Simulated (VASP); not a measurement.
InP:

```
In P
1.0
     0.00000    2.93050    2.93050
     2.93050    0.00000    2.93050
     2.93050    2.93050    0.00000
In P
1 1
Direct
  0.00000 0.00000 0.00000
  0.75000 0.75000 0.75000
```

* Program: VASP 6.6.1
* Task: single point
* Functional: PBE
* Potentials or basis: VASP PAW PBE potentials, release 64 (In_d, P)
* Cutoff: 520 eV
* k mesh: 8 × 8 × 8
* Occupations: fermi-dirac, width 0.05 eV
* Spin: no spin polarisation

On this cell: pressure 3.3 GPa; largest force zero by symmetry; band gap on the k mesh 0.71 eV, direct.

The same run follows on a disturbed copy (atoms moved at random, drawn with an rms of 0.05 Å):

```
In P
1.0
     0.00000    2.93050    2.93050
     2.93050    0.00000    2.93050
     2.93050    2.93050    0.00000
In P
1 1
Direct
  0.00765 0.99169 0.98809
  0.75547 0.74587 0.76518
```

Problem. What changes?

Solution. The energy moves by +28.8 meV/atom; pressure 3.6 GPa; largest force 1.008 eV/Å; band gap on the k mesh 0.53 eV, direct.

Forces in eV/Å, atoms in the order of the input:
```
In   0.765  0.619  0.220
P   -0.765 -0.619 -0.220
```

Stress tensor (GPa, compression positive):
```
3.48 0.63 2.09
0.63 3.60 2.59
2.09 2.59 3.81
```

Caveats: spin-orbit coupling is left out, which moves the levels of the heavy elements.

